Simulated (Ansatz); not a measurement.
This Ansatz 0.2.0 run on Ni needs a look.

input.yaml

```yaml
crystal:
  lattice:
    - [0.0, 1.737572933, 1.737572933]
    - [1.737572933, 0.0, 1.737572933]
    - [1.737572933, 1.737572933, 0.0]
  atoms:
    - { symbol: Ni, position: [0.0, 0.0, 0.0], spin: 1.0 }
hamiltonian:
  xc: lda
  pseudopotentials: { kind: nc, accuracy: stringent }
  hubbard: { sites: [{ species: Ni, l: d, u_eff: 4.5 }], double_counting: fll }
magnetization:
  spin_polarized: true
kpoints:
  mp_grid: { grid: [1, 1, 1] }
scf:
  occupations: { method: fermi_dirac, width: 0.1 }
  max_iter: 50
output:
  eigenvalues: true
dielectric:
  method: response
```

Potentials or basis: PseudoDojo stringent.

The run is started by

```sh
$ ansatz run input.yaml --threads 1 --pin off --max-ram 2560MiB --backend cpu --events-out ev --progress --plain --runs-dir out
```

Output:

```text
Warning: RAYON_NUM_THREADS=1 ignored (pool sized by the plan → 1); use --threads N
Engine: ansatz 0.2.0, aarch64-unknown-linux-gnu
Pseudopotentials: kind: nc
Pseudopotential: Ni, nc, valence charge 18, recommended cutoff 1414.992085 eV (normal), Ni.nc.azcp (PseudoDojo's, or run here from an input of PseudoDojo's; its table is named by hamiltonian.pseudopotentials.accuracy)
Functional definition: SPW92
  exchange = slater_x
  correlation = pw_c
Crystal: 1 atoms, lattice volume = 10.492 Å³
Basis set: ecut = 1414.992085 eV, 1243 PW (Γ), exchange–correlation on 64×64×64 points (8 copies of the dense FFT grid, shifted against one another)
Bands: 14, of which v1, the nominal top of the filled ones, is band 9 counted from 1 (8 counted from 0)
[... 39 lines left out ...]
  E_xc         = -587.917889
  E_vxc        = -606.217823  (∫ρ·V_xc dr)
  E_hubbard    = 0.013088  (on-site DFT+U / exact-exchange correction)
  E_vhub       = -17.960723  (the Hubbard potential's part of the band-sum identity)
  E_ewald      = -3077.655828
  E_smearing   = -0.000000  (= −TS)
  E_closure    = -0.000000  (closes the sum)
  Σ components = -4610.884381   (vs F -4610.884381, Δ=0.00e0)
--- Band table (eV) ---
  k-point 0 ↑: bands = ["-85.6594", "-46.3462", "-46.3462", "-46.3462", "9.3159", "13.0650", "13.0650", "13.1788", "13.1788", "13.1788", "43.0386", "46.4634", "46.4634", "46.4634"]
  k-point 0 ↓: bands = ["-83.5194", "-44.1212", "-44.1212", "-44.1212", "9.7191", "14.5784", "14.5784", "14.5784", "20.6838", "20.6838", "43.1072", "47.1093", "47.1093", "47.1093"]
End of that report.
Error: ε∞ and Z* need a gap, but bands filled by count overlap by 0.620292 eV on the k mesh, or with points off the mesh included. The figure reads 0.000000 also where such a point narrows the gap to 0.001 eV or less. If this mesh's own density or exchange is what closes the gap, use a denser `kpoints.mp_grid`. A phonon run with neither `phonons.dielectric: true` nor `phonons.dynamical_quadrupoles: true` can take another functional's tensors in `phonons.non_analytic_term`, where the input allows that key. Under `scf.occupations.method: fixed` the tensors of the counted bands are given, unless the bands meet at a point or the displacements are in a larger cell than the response's
```

Q: Diagnose the run.

A: The program failed during the run. The input holds a flaw that was put in on purpose: one k-point for a small cell (kpoints.mp_grid.grid = 1 × 1 × 1).
